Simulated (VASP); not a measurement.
Ge, 2 atoms in the cell. Symmetry: Fd-3m, No. 227, cubic system. The conventional cell has a = 5.800 Å, b = 5.800 Å, c = 5.800 Å, α = 90.00°, β = 90.00°, γ = 90.00°. Ge (site symmetry -43m) is surrounded by 4 Ge at 2.51 Å. 

| Property | Result |
| --- | --- |
| Program | VASP 6.6.1 |
| Task | relaxation of cell and atoms |
| Functional | PBE |
| Potentials or basis | VASP PAW PBE potentials, release 64 (Ge_d) |
| Cutoff | 520 eV |
| k mesh | 4 × 4 × 4 |
| Occupations | gaussian, width 0.02 eV |
| Spin | no spin polarisation |
| Further INCAR settings | ALGO = Normal; EDIFF = 1e-07; IBRION = 2; EDIFFG = -0.002; NSW = 80; ISIF = 3 |

Potentials or basis: VASP PAW PBE potentials, release 64 (Ge_d).

Command:

```sh
$ cat potpaw_PBE.64/Ge_d/POTCAR > POTCAR
$ mpirun -np 1 vasp_std > vasp.out
```

Hardware: 1 thread of AMD EPYC 7R13 Processor (Zen 3), on a shared host.

Q: How long does it take, and how much memory?

A: It took 17 s on 1 thread of AMD EPYC 7R13 Processor (Zen 3), with other jobs on the host, peak memory 0.14 GiB. Counts: scf iterations 19, k points 8, ion steps 2.
